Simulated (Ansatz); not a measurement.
The system is MoSe2.

```xyz
6
Lattice="3.2880 0.0000 0.0000 -1.6440 2.8475 0.0000 0.0000 0.0000 12.9000" Properties=species:S:1:pos:R:3 pbc="T T T"
Mo    1.6440    0.9492    9.6750
Mo    0.0000    1.8983    3.2250
Se    1.6440    0.9492    4.8375
Se    0.0000    1.8983   11.2875
Se    1.6440    0.9492    1.6125
Se    0.0000    1.8983    8.0625
```

- Program: Ansatz 0.2.0
- Task: relaxation of cell and atoms
- Functional: RPBE
- Dispersion: D3(BJ)
- Potentials or basis: Ansatz PAW
- Cutoff: 420 eV (not typed: the program's choice for these potentials)
- k mesh: 9 × 9 × 2
- Occupations: fermi-dirac, width 0.05 eV
- Spin: no spin polarisation

At the start: volume 20.13 Å³/atom.

**Question.** Where does the relaxation end?

**Answer.** It ends after 8 steps and the volume is 15.80 Å³/atom (-21.5 %); space group P6_3/mmc (No. 194, to 0.05 Å).

Step by step:
```tsv
step	energy change (eV)	largest force (eV/Å)	volume (Å³)
1	0.0000	0.5060	120.78
2	-0.9593	0.3061	108.56
3	-1.3967	0.3284	98.00
4	-1.4717	0.1810	93.01
5	-1.4903	0.1186	95.18
6	-1.4930	0.0012	94.76
7	-1.4930	0.0001	94.79
8	-1.4885	0.0001	94.79
```

Final structure:
```
Mo Se
1.0
     3.05194    0.00000    0.00000
    -1.52597    2.64305    0.00000
     0.00000    0.00000   11.75090
Mo Se
2 4
Direct
  0.66667 0.33333 0.75000
  0.33333 0.66667 0.25000
  0.66667 0.33333 0.39582
  0.33333 0.66667 0.89582
  0.66667 0.33333 0.10418
  0.33333 0.66667 0.60418
```

Caveat: the volume moved by over 15 % at a fixed basis, so the end points are rough; the plane-wave basis is chosen anew once the cell has moved, so the energies of steps on either side of that aren't comparable; the volume moved by -22 % from the deposited cell, more than functionals usually miss; the PAW data sets come from PBE, with cores solved anew for the run's functional, which leaves a small shift of forces and pressure.
